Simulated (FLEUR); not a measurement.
The system is ZnS.

```
Zn S
1.0
     0.00000    2.70200    2.70200
     2.70200    0.00000    2.70200
     2.70200    2.70200    0.00000
Zn S
1 1
Direct
  0.75000 0.75000 0.75000
  0.00000 0.00000 0.00000
```

Base run:

```yaml
Program: FLEUR MaX-R8.1 (later development tree)
Functional: RPBE
Potentials_or_basis: all-electron
Basis: FLAPW
Kmax: 5.1 1/bohr
k_mesh: 9 × 9 × 9
Occupations: fermi-dirac, width 0.05 eV
Spin: no spin polarisation
```

Its results: band gap on the k mesh 2.48 eV, direct.

Question: The run is repeated on the same cell with these changes: functional from RPBE to PBEsol. What comes out?

Answer: Band gap on the k mesh 1.98 eV, direct.

Not every run made on this cell is shown here.
